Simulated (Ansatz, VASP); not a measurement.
## Bi in VASP and in Ansatz

INCAR

```
PREC = Accurate
ENCUT = 520
EDIFF = 1E-7
ISMEAR = 0
SIGMA = 0.1
LREAL = F
LASPH = T
NELM = 100
ALGO = Normal
ISIF = 2
LWAVE = F
LCHARG = F
NBANDS = 14
```

KPOINTS

```
Automatic mesh
0
Gamma
  6 6 6
```

File POSCAR:

```
Bi
1.0
   -1.9814305318      1.9814305318      1.9814305318
    1.9814305318     -1.9814305318      1.9814305318
    1.9814305318      1.9814305318     -1.9814305318
Bi
1
Direct
    0.0000000000      0.0000000000      0.0000000000
```

Input for Ansatz:

```yaml
crystal:
  lattice:
    - [-1.9814305318, 1.9814305318, 1.9814305318]
    - [1.9814305318, -1.9814305318, 1.9814305318]
    - [1.9814305318, 1.9814305318, -1.9814305318]
  atoms:
    - { symbol: Bi, position: [0.0, 0.0, 0.0] }
basis:
  ecutwfc: 420
kpoints:
  mp_grid: { grid: [6, 6, 6] }
hamiltonian:
  xc: lda
scf:
  occupations: { method: gaussian, width: 0.1 }
output:
  forces: true
  stress: true
  eigenvalues: true
```

This isn't the form of Bi at room conditions, which is rhombohedral.

Alike in both runs: task single point; functional LDA; k mesh 6 × 6 × 6; occupations gaussian, width 0.1 eV; no spin polarisation.

|  | VASP | Ansatz |
| --- | --- | --- |
| version | VASP 6.6.1 | Ansatz 0.2.0 |
| potentials or method | VASP PAW LDA potentials, release 64 (Bi_d) | scalar-relativistic, plane waves, PAW |
| plane-wave cutoff (eV) | 520 | 420 |
| valence electrons in the cell | 15 | 15 |

|  | VASP | Ansatz | Ansatz less VASP |
| --- | --- | --- | --- |
| gap on the k mesh at the Fermi level (eV) | none | none | - |
| pressure (GPa) | -3.0 | -3.1 | -0.07 |

A gap of «none» marks a metal or a gap that the smearing closes.

Caveats: the k mesh is coarse (spacing up to 0.37 Å⁻¹), so the values aren't converged; spin-orbit coupling is left out, which moves the levels of the heavy elements.
